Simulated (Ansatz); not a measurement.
Input of an Ansatz 0.2.0 run:

input.yaml

```yaml
crystal:
  lattice:
    - [3.2015837161, 0.0, 0.0]
    - [0.0, 3.2015837161, 0.0]
    - [0.0, 0.0, 3.2015837161]
  atoms:
    - { symbol: Sb, position: [0.0, 0.0, 0.0] }
kpoints:
  mp_grid: { grid: [8, 8, 8] }
scf:
  occupations: { method: gaussian, width: 0.05 }
hamiltonian:
  xc: rpbe
  pseudopotentials: { kind: all_electron, lapw: { basis_error: 0.001 } }
output:
  forces: true
  stress: true
relax:
  f_tol: 0.005
  max_steps: 60
  cell: {}
```

Potentials or basis: all-electron LAPW, scalar-relativistic.

Command:

```console
$ ansatz run input.yaml --threads 1 --pin off --max-ram 3072MiB --backend cpu --events-out ev --progress --plain --runs-dir out
```

(1) Estimate the space group after relaxing (to 0.05 Å).

(2) Estimate the relaxed cell.

(3) What does it give for the relaxed volume?

Answers

(1) Pm-3m (No. 221).

(2) a = 3.139 Å, b = 3.139 Å, c = 3.139 Å, α = 90.00°, β = 90.00°, γ = 90.00°.

(3) 30.92 Å³/atom.
